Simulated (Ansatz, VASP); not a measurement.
## One calculation of Ge, two programs

```xyz
2
Lattice="-2.6250 2.6250 1.4248 2.6250 -2.6250 1.4248 2.6250 2.6250 -1.4248" Properties=species:S:1:pos:R:3 pbc="T T T"
Ge    0.0000    0.0000    1.4248
Ge    2.6250    0.0000    0.7124
```

Change from the starting cell: volume scaled by 1.06.

Alike in both runs: task single point; functional LDA; k mesh 11 × 11 × 11; occupations fermi-dirac, width 0.05 eV; no spin polarisation.

|  | VASP | Ansatz |
| --- | --- | --- |
| version | VASP 6.6.1 | Ansatz 0.2.0 |
| potentials or method | VASP PAW LDA potentials, release 64 (Ge_d), cutoff 520 eV | all-electron LAPW, scalar-relativistic |

```csv
,VASP,Ansatz,Ansatz less VASP
gap on the k mesh at the Fermi level (eV),none,none,-
pressure (GPa),-6.1,-6.1,+0.04
largest component of the traceless stress (GPa),0.23,0.25,+0.020
```

A gap of «none» marks a metal or a gap that the smearing closes. Ansatz ran all-electron here, so the differences hold the error of VASP's frozen core and of both bases.
